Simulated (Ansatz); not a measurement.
Runs of Ansatz 0.2.0 on Sb. It takes space group R-3m (No. 166, trigonal). The conventional cell has a = 4.308 Å, b = 4.308 Å, c = 11.274 Å, α = 90.00°, β = 90.00°, γ = 120.00°. Sb (site symmetry 3m) has 3 Sb at 2.91 Å as nearest neighbours. 

```tsv
task	level	spin	cell	k mesh	cutoff (eV)	smearing	points for each segment of the path	atoms under strain	mesh quality	gap on the mesh (eV)	pressure (GPa)	relaxed volume (Å³/atom)	largest force (eV/Å)
band structure	r2SCAN	off	as given	8 × 8 × 8	500	fermi-dirac 0.05 eV	14	-	not flagged	none	(b)	-	0.01
single point	PBE0	SOC, no magnetisation	as given	4 × 4 × 4	420	fermi-dirac 0.05 eV	-	-	coarse	(c)	(a)	-	0.37
relaxation of cell and atoms	PBEsol+D4	off	relaxed	8 × 8 × 8	420	fermi-dirac 0.05 eV	-	-	not flagged	none	0.0	28.89	-
single point	PBE	off	as given	8 × 8 × 8	420	gaussian 0.014 eV	-	-	not flagged	none	2.7	-	0.14
relaxation of cell and atoms	revPBE+D4	off	relaxed	8 × 8 × 8	420	fermi-dirac 0.05 eV	-	-	not flagged	none	0.0	29.24	-
elastic constants	PBE	off	as given	6 × 6 × 6	420	fermi-dirac 0.05 eV	-	relaxed	not flagged	none	2.6	-	-
relaxation of cell and atoms	revPBE+D3(BJ)	off	relaxed	8 × 8 × 8	420	fermi-dirac 0.05 eV	-	-	not flagged	none	0.0	28.88	-
single point	PBE	off	as given	8 × 8 × 8	420	gaussian 0.013 eV	-	-	not flagged	none	2.7	-	0.14
```

Alike in all rows: potentials or basis Ansatz PAW.

Task: Fill in the values left out.

Result: (a) 0.8; (b) 1.7; (c) 0.95.

Caveats: some runs use coarse meshes; the PAW data sets come from PBE, with cores solved anew for the run's functional, which leaves a small shift of forces and pressure (some runs); the plane-wave basis is chosen anew once the cell has moved, so the energies of steps on either side of that aren't comparable (some runs); pairwise dispersion overbinds metals, which lowers pressure and volume (some runs); spin-orbit coupling is left out, which moves the levels of the heavy elements (some runs); the thresholds are loose for stress (some runs); elastic constants of metals need much finer meshes, so these are rough (some runs).

A k mesh can miss the band edges, and rows without SOC leave out spin-orbit coupling on Sb.

A gap of «none» marks a metal or a gap under the smearing width.
